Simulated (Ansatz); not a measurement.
Consider a crystal of TiTe₂ in space group P6_3/mmc (No. 194), with Ti on 2c; Te on 2a and 2d.

Level of theory: DFT PBE, scalar-relativistic, plane waves, PAW (Ansatz 0.2.0). Cutoff 420 eV, Γ-centred mesh, Gaussian smearing, collinear spin.

Energies over the elements count from the elements' standard structures at the same level, with no fitted energy shifts.

Question: Predict the relaxed structure.

Answer:

Space group P6_3/mmc (No. 194). a = 5.237 Å, b = 5.237 Å, c = 6.107 Å, α = 90.00°, β = 90.00°, γ = 120.00°
| atom | site | symmetry | x | y | z |
| --- | --- | --- | --- | --- | --- |
| Ti | 2c | -6m2 | 0.3333 | 0.6667 | 0.2500 |
| Te | 2a | -3m. | 0.0000 | 0.0000 | 0.0000 |
| Te | 2d | -6m2 | 0.3333 | 0.6667 | 0.7500 |

It has the Ni2In type. Ti has 5 Te at 3.02–3.05 Å and 6 Te at 3.39 Å; Te on a site of symmetry -3m has 2 Te at 3.05 Å, 6 Te at 3.39 Å and 6 Ti at 3.39 Å; Te on a site of symmetry -6m2 has 5 Ti at 3.02–3.05 Å and 6 Te at 3.39 Å. Another local minimum with the same sites may exist.

Question: And its energy and gap?

Answer: The formation energy is −0.01 eV/atom, the gap on the 12×12×6 mesh of the 6-atom cell is 0 eV (a metal) and the net moment per atom is 0.30 μB. The moment by site is Ti 0.9 (×2) μB. The formation energy is too near zero to say whether this cell lies below the elements.

The last run used collinear spin and Gaussian smearing of 0.10 eV. For metals, differences of a few meV/atom aren't resolved. Spin–orbit coupling, which can matter for Te, is left out. The reference form of Te is held partly by dispersion forces, which this level lacks. The magnetic state reached may not be the lowest. A structure relaxed within its symmetry needn't be a true minimum. Another cell of TiTe2 relaxed alike but without spin, in P-3m1 (a cell as deposited in COD), lies 0.69 eV/atom lower, so this cell isn't the stable form at this level. Site moments count only spheres around the atoms; the net moment includes the space between them.
